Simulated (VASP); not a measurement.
## Sb2Pt (Geversite) under changes of volume

One of the cells (22.727 Å³/atom); the others are scaled copies at fixed shape and fractional positions:

```
CELL_PARAMETERS angstrom
6.48497 0.00000 0.00000
0.00000 6.48497 0.00000
0.00000 0.00000 6.48497
ATOMIC_POSITIONS crystal
Pt 0.00000 0.50000 0.50000
Pt 0.50000 0.50000 0.00000
Pt 0.50000 0.00000 0.50000
Pt 0.00000 0.00000 0.00000
Sb 0.37530 0.12470 0.87530
Sb 0.12470 0.87530 0.37530
Sb 0.87530 0.37530 0.12470
Sb 0.62470 0.62470 0.62470
Sb 0.62470 0.87530 0.12470
Sb 0.87530 0.12470 0.62470
Sb 0.12470 0.62470 0.87530
Sb 0.37530 0.37530 0.37530
```

```yaml
Program: VASP 6.6.1
Functional: PBEsol
Potentials_or_basis: VASP PAW PBE potentials, release 64 (Pt, Sb)
Cutoff: 520 eV
k_mesh: 4 × 4 × 4
Occupations: fermi-dirac, width 0.05 eV
Spin: no spin polarisation
```

| volume (Å³/atom) | energy over the lowest point (meV/atom) | pressure (GPa) | largest force (eV/Å) |
| --- | --- | --- | --- |
| 20.944 | 46.05 | 10.3 | 0.261 |
| 21.390 | 22.23 | 6.9 | 0.228 |
| 21.836 | 7.28 | 3.9 | 0.199 |
| 22.727 | 0.00 | -1.2 | 0.146 |
| 23.173 | ? | ? | ? |
| 23.618 | 17.81 | -5.2 | 0.098 |

Question: What does the run at 23.173 Å³/atom give?

Answer: Energy over the lowest point 6.11 meV/atom; pressure -3.3 GPa; largest force 0.121 eV/Å.

Worked out: A Birch-Murnaghan fit of order 3 (a polynomial in V^(-2/3)) to the other rows has its minimum at 22.51 Å³/atom with B0 = V·E''(V) = 120 GPa and B' = 4.7 at fixed shape and positions, which overstates the stiffness. It gives 6.13 meV/atom at 23.173 Å³/atom, against the run's 6.11, and -dE/dV = -3.2 GPa, against -3.3.

Energies are extrapolated to zero smearing.

Caveats: the PAW data sets were made with another functional, which shifts forces and pressure a little.
